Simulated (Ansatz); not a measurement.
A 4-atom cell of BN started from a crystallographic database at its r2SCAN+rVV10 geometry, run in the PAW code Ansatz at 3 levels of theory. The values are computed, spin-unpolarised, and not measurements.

The r2SCAN input:
```yaml
crystal:
  lattice:
    - [2.5002145576, 0.0, 0.0]
    - [-1.2501072788, 2.1652493218, 0.0]
    - [0.0, 0.0, 6.505299934]
  atoms:
    - { symbol: B, position: [0.0, 0.0, 0.5] }
    - { symbol: B, position: [0.3333333333, 0.6666666667, 0.0] }
    - { symbol: "N", position: [0.0, 0.0, 0.0] }
    - { symbol: "N", position: [0.6666666667, 0.3333333333, 0.5] }
kpoints:
  mp_grid: { grid: [12, 12, 4] }
  band_path:
    path:
      - [0.0, 0.0, 0.0]
      - [0.5, 0.0, 0.0]
      - [0.3333333333, 0.3333333333, 0.0]
      - [0.0, 0.0, 0.5]
      - [0.5, 0.0, 0.5]
      - [0.3333333333, 0.3333333333, 0.5]
      - [0.0, -0.5, -0.033854]
    npoints: 1
hamiltonian:
  xc: r2scan
scf:
  occupations: { method: fixed }
  n_extra_bands: 5
output:
  forces: true
  stress: true
  eigenvalues: true
```

Main results, then, where recorded, the levels near the gap in eV from the Fermi energy (columns number the bands from 0), one row a point of the path (Γ, M, K, A, L, H, L–M (0.93)):
```
Crystal: 4 atoms, lattice volume = 35.217 Å³
Symmetry: 12 space group operations
Space group: P-6m2 (ITA 187)
```
```
Basis set: ecut = 500 eV, 881 PW (Γ)
Bands: 13, of which v1, the nominal top of the filled ones, is band 8 counted from 1 (7 counted from 0)
k-points: 57 of 576 (time reversal used)
Free energy (F): -1088.241452 eV
Fermi energy:    4.778235 eV
--- Stress (GPa, compression-positive) ---
        0.176485       0.000000       0.000000
        0.000000       0.176485       0.000000
        0.000000       0.000000       1.604105
  P = ⅓ Tr σ = 0.6524 GPa (6.524 kbar)
```
```tsv
band_3	band_4	band_5	band_6	band_7	band_8	band_9	band_10
-4.170	-1.445	-1.445	-1.325	-1.325	5.725	11.264	12.346
-9.203	-4.381	-4.243	-1.397	-0.691	4.898	6.230	10.326
-8.189	-7.562	-7.475	-0.211	-0.030	5.051	5.555	13.509
-5.450	-1.443	-1.443	-1.327	-1.327	8.301	8.346	12.366
-9.257	-4.369	-4.256	-1.037	-0.926	5.187	5.268	10.577
-8.167	-7.590	-7.485	-0.116	0.000	5.181	5.281	12.031
-9.203	-4.381	-4.243	-1.394	-0.692	4.898	6.222	10.330
```

The r2SCAN gap is indirect, 4.90 eV (H to M), below the direct gap of 5.08 eV at K.

**Question.** Another run on the same cell gave
```
Basis set: ecut = 420 eV, 687 PW (Γ)
Bands: 13, of which v1, the nominal top of the filled ones, is band 8 counted from 1 (7 counted from 0)
k-points: 36 of 324 (time reversal used)
hybrid outer 1: dexx = +6.335e-3 eV, tail = 1.30e-5 eV
hybrid outer 2: dexx = +1.864e-7 eV, tail = 1.94e-8 eV, Δε = 2.05e-3 eV
Free energy (F): -1085.026725 eV
Fermi energy:    4.229890 eV
--- Stress (GPa, compression-positive) ---
       -2.253587       0.000000       0.000000
        0.000000      -2.253587       0.000000
        0.000000       0.000000       3.110209
  P = ⅓ Tr σ = -0.4657 GPa (-4.657 kbar)
```
```tsv
band_3	band_4	band_5	band_6	band_7	band_8	band_9	band_10
-4.447	-1.669	-1.669	-1.554	-1.554	6.505	12.230	13.300
-9.761	-4.724	-4.588	-1.478	-0.732	5.666	7.034	11.214
-8.702	-8.038	-7.958	-0.199	-0.031	5.830	6.325	14.211
-5.796	-1.667	-1.667	-1.556	-1.556	9.158	9.199	13.323
-9.820	-4.710	-4.603	-1.095	-0.994	5.971	6.029	11.471
-8.679	-8.066	-7.969	-0.105	0.000	5.967	6.039	12.813
-9.762	-4.724	-4.588	-1.475	-0.734	5.666	7.025	11.218
```
Which level of theory and mesh gave it?

**Answer.** It is HSE06, judged by the exchange loop and the size of the gap (a near hybrid could fit too), on 9×9×4; the blocks that differ from the first input, but for the band path:
```yaml
kpoints:
  mp_grid: { grid: [9, 9, 4] }
hamiltonian:
  xc: hse06
```
The HSE06 gap is indirect, 5.67 eV (H to M), below the direct gap of 5.86 eV at K. The mean pressure at these positions is -0.5 GPa, compression counted positive. (The program warns that its thresholds are loose for a hybrid's stress.)

DDH-PBE0. Against the first input these blocks differ (the band path and keys that only write files left aside):
```yaml
crystal:
  host: atoms
kpoints:
  mp_grid: { grid: [9, 9, 4] }
hamiltonian:
  xc:
    exchange: pbe
    correlation: pbe
    exx: { coeff: inverse_dielectric }
```

```
ε∞ on k-mesh 6×6×4 of a primitive cell: xx 4.8502, yy 4.8502, zz 2.7338; 3/Tr ε∞, of that cell with its empty space = 0.24126903235058209
Basis set: ecut = 420 eV, 687 PW (Γ)
Bands: 13, of which v1, the nominal top of the filled ones, is band 8 counted from 1 (7 counted from 0)
k-points: 36 of 324 (time reversal used)
hybrid outer 1: dexx = +7.871e-3 eV, tail = 1.70e-5 eV
hybrid outer 2: dexx = +4.829e-7 eV, tail = 1.20e-8 eV, Δε = 2.49e-3 eV
Free energy (F): -1085.233156 eV
Fermi energy:    3.889308 eV
--- Stress (GPa, compression-positive) ---
       -2.012598       0.000000       0.000000
        0.000000      -2.012598       0.000000
        0.000000       0.000000       2.946222
  P = ⅓ Tr σ = -0.3597 GPa (-3.597 kbar)
```
```tsv
band_3	band_4	band_5	band_6	band_7	band_8	band_9	band_10
-4.456	-1.675	-1.675	-1.561	-1.561	7.153	12.896	13.983
-9.768	-4.732	-4.596	-1.487	-0.740	6.338	7.719	11.901
-8.715	-8.045	-7.966	-0.200	-0.033	6.501	7.005	14.880
-5.823	-1.673	-1.673	-1.562	-1.562	9.821	9.862	14.006
-9.828	-4.718	-4.611	-1.102	-1.001	6.643	6.701	12.163
-8.692	-8.074	-7.977	-0.103	0.000	6.641	6.712	13.476
-9.769	-4.732	-4.596	-1.485	-0.741	6.338	7.710	11.904
```

With DDH-PBE0 the valence top lies at H and the conduction bottom at M, 6.34 eV higher; the smallest vertical gap, at K, is 6.53 eV. The mean pressure at these positions is -0.4 GPa, compression counted positive. The stress of a hybrid is loosely converged here.

Small level splittings and stresses of the hybrids carry the error of their coarser meshes.

Totals of different functionals can't be compared.

The meshes of the hybrids are coarse, so their gaps aren't converged to the digits shown.
